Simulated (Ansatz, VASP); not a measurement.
# SnSe2: VASP beside Ansatz

```xyz
3
Lattice="3.7044 0.0000 0.0000 -1.8522 3.4065 0.0000 0.0000 0.0000 6.1456" Properties=species:S:1:pos:R:3 pbc="T T T"
Sn    0.0000    0.0000    0.0000
Se    0.0000    2.2710    1.5860
Se    1.8522    1.1355    4.5596
```

Change from the starting cell: strain -0.0300 x Voigt [1, -1, 0, 0, 0, 0], atoms carried along.

Alike in both runs: task single point; functional PBEsol; k mesh 12 × 12 × 6; occupations gaussian, width 0.05 eV; no spin polarisation.

```csv
,VASP,Ansatz
version,VASP 6.6.1,Ansatz 0.2.0
potentials or method,"VASP PAW PBE potentials, release 64 (Sn_d, Se)","scalar-relativistic, plane waves, PAW"
plane-wave cutoff (eV),520,420
valence electrons in the cell,26,46
```

|  | VASP | Ansatz | Ansatz less VASP |
| --- | --- | --- | --- |
| gap on the k mesh at the Fermi level (eV) | 0.26 | 0.26 | +0.003 |
| least direct gap on the mesh (eV) | 0.96 | 0.97 | +0.008 |
| pressure (GPa) | 0.3 | 0.2 | -0.10 |
| largest component of the traceless stress (GPa) | 2.50 | 2.50 | +0.004 |
| rms of the force components (eV/Å) | 0.028 | 0.024 | -0.0040 |

Atom by atom the forces differ by 0.009 eV/Å (rms over components). The functional is the same, so the differences come from potentials, cutoffs and numerics. The two sets of potentials don't hold the same shells in valence.

Caveats: the PAW data sets were made with another functional, which shifts forces and pressure a little (VASP); spin-orbit coupling is left out, which moves the levels of the heavy elements; the cell's inner coordinates are idealised or old, which leaves forces on the atoms; this functional lacks dispersion, which binds the layers, so the pressure and a relaxed spacing across them are unreliable.
